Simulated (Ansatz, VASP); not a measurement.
**BN in VASP and in Ansatz**

The input INCAR:

```
SYSTEM = BN
  PREC = Accurate
  ENCUT = 520
  EDIFF = 1E-6
  ISMEAR = -1
  SIGMA = 0.05
  LREAL = .False.
  LASPH = .True.
  NELM = 100
  ALGO = Fast
  ISIF = 2
  LWAVE = .False.
  LCHARG = .False.
  GGA = RE
  NBANDS = 11
```

KPOINTS

```
regular mesh
0
Gamma
  12 12 12
  0 0 0
```

POSCAR

```
BN
1.0
    1.2511217832      0.7223354983      3.3729344033
   -1.2511217832      0.7223354983      3.3729344033
    0.0000000000     -1.4446709966      3.3729344033
N B
1 1
Direct
    0.6672382000      0.6672382000      0.6672382000
    0.0003288000      0.0003288000      0.0003288000
```

Contents of KPOINTS_OPT:

```
path GLB1,BZGX,QFP1Z,LP
20
line-mode
reciprocal
 0.0000000000  0.0000000000  0.0000000000  G
 0.5000000000  0.0000000000  0.0000000000  L

 0.5000000000  0.0000000000  0.0000000000  L
 0.5000000000  0.1972419765 -0.1972419765  B1

 0.8027580235  0.5000000000  0.1972419765  B
 0.5000000000  0.5000000000  0.5000000000  Z

 0.5000000000  0.5000000000  0.5000000000  Z
 0.0000000000  0.0000000000  0.0000000000  G

 0.0000000000  0.0000000000  0.0000000000  G
 0.3486209883  0.0000000000 -0.3486209883  X

 0.6513790117  0.3486209883  0.0000000000  Q
 0.5000000000  0.5000000000  0.0000000000  F

 0.5000000000  0.5000000000  0.0000000000  F
 0.6513790117  0.6513790117  0.1972419765  P1

 0.6513790117  0.6513790117  0.1972419765  P1
 0.5000000000  0.5000000000  0.5000000000  Z

 0.5000000000  0.0000000000  0.0000000000  L
 0.8027580235  0.3486209883  0.3486209883  P
```

File input.yaml:

```yaml
crystal:
  lattice:
    - [1.2511217832, 0.7223354983, 3.3729344033]
    - [-1.2511217832, 0.7223354983, 3.3729344033]
    - [0.0, -1.4446709966, 3.3729344033]
  atoms:
    - { symbol: "N", position: [0.6672382, 0.6672382, 0.6672382] }
    - { symbol: B, position: [0.0003288, 0.0003288, 0.0003288] }
hamiltonian:
  xc: revpbe
  pseudopotentials: { kind: paw }
kpoints:
  mp_grid: { grid: [12, 12, 12] }
  band_path:
    path:
      - [[0.0, 0.0, 0.0], [0.5, 0.0, 0.0], [0.5, 0.1972419765, -0.1972419765]]
      - [[0.8027580235, 0.5, 0.1972419765], [0.5, 0.5, 0.5], [0.0, 0.0, 0.0], [0.3486209883, 0.0, -0.3486209883]]
      - [[0.6513790117, 0.3486209883, 0.0], [0.5, 0.5, 0.0], [0.6513790117, 0.6513790117, 0.1972419765], [0.5, 0.5, 0.5]]
      - [[0.5, 0.0, 0.0], [0.8027580235, 0.3486209883, 0.3486209883]]
    npoints: 14
scf:
  occupations: { method: fermi_dirac, width: 0.05 }
  n_extra_bands: 6
output:
  forces: true
  stress: true
  eigenvalues: true
  fatbands: false
  write_density: true
  write_potential: true
  elf: true
  volumetric_format: npy
```

The cell is a database's computed one.

Alike in both runs: task band structure; functional revPBE; k mesh 12 × 12 × 12; occupations fermi-dirac, width 0.05 eV; no spin polarisation.

|  | VASP | Ansatz |
| --- | --- | --- |
| version | VASP 6.6.1 | Ansatz 0.2.0 |
| potentials or method | VASP PAW PBE potentials, release 64 (N, B) | Ansatz PAW |
| plane-wave cutoff (eV) | 520 | 420 |
| valence electrons in the cell | 8 | 8 |

|  | VASP | Ansatz | Ansatz less VASP |
| --- | --- | --- | --- |
| gap on the k mesh at the Fermi level (eV) | 4.36 | 4.37 | +0.010 |
| least direct gap on the mesh (eV) | 4.75 | 4.76 | +0.007 |
| gap along the band path (eV) | 4.31 | 4.33 | +0.021 |
| pressure (GPa) | 6.6 | 6.5 | -0.05 |
| largest component of the traceless stress (GPa) | 2.81 | 2.60 | -0.212 |

Caveats: the PAW data sets were made with another functional, which shifts forces and pressure a little (VASP); the pressure holds a Pulay correction of +0.5 GPa for the finite cutoff (Ansatz); the PAW data sets come from PBE, with cores solved anew for the run's functional, which leaves a small shift of forces and pressure (Ansatz). As with any semilocal functional, this revPBE gap is likely too small.
